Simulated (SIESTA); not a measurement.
## Zn under changes of volume

One of the cells (15.473 Å³/atom); the others are scaled copies at fixed shape and fractional positions:

```
CELL_PARAMETERS angstrom
0.00000 1.97779 1.97779
1.97779 0.00000 1.97779
1.97779 1.97779 0.00000
ATOMIC_POSITIONS crystal
Zn 0.00000 0.00000 0.00000
```

This isn't the form of Zn at room conditions, which is hcp.

```yaml
Program: SIESTA 5.4.2
Functional: PBEsol
Potentials_or_basis: PseudoDojo 0.4 standard (PBEsol files)
Basis: DZP (energy shift 0.003 Ry; two zetas on semicore shells)
Grid_cutoff: 800 Ry
Energy_shift: 0.003 Ry
k_mesh: 12 × 12 × 12
Occupations: fermi-dirac, width 0.05 eV
Spin: no spin polarisation
```

| volume (Å³/atom) | energy over the lowest point (meV/atom) | pressure (GPa) |
| --- | --- | --- |
| 14.259 | 0.00 | -3.8 |
| 14.563 | 8.74 | -5.1 |
| 14.866 | 18.67 | -5.5 |
| 15.473 | 47.60 | -9.3 |
| 15.776 | 65.47 | -9.3 |
| 16.080 | ? | ? |

Problem. What does the run at 16.080 Å³/atom give?

Solution. Energy over the lowest point 83.81 meV/atom; pressure -10.2 GPa.

Worked out: A Birch-Murnaghan fit of order 3 (a polynomial in V^(-2/3)) to the other rows has no minimum within the range. It gives 86.42 meV/atom at 16.080 Å³/atom, against the run's 83.81, and -dE/dV = -11.7 GPa, against -10.2.

Energies are extrapolated to zero smearing.

Caveats: short orbitals over semicore shells can move pressures by several GPa; the basis of atomic orbitals isn't converged, which shifts pressures, moduli and gaps.
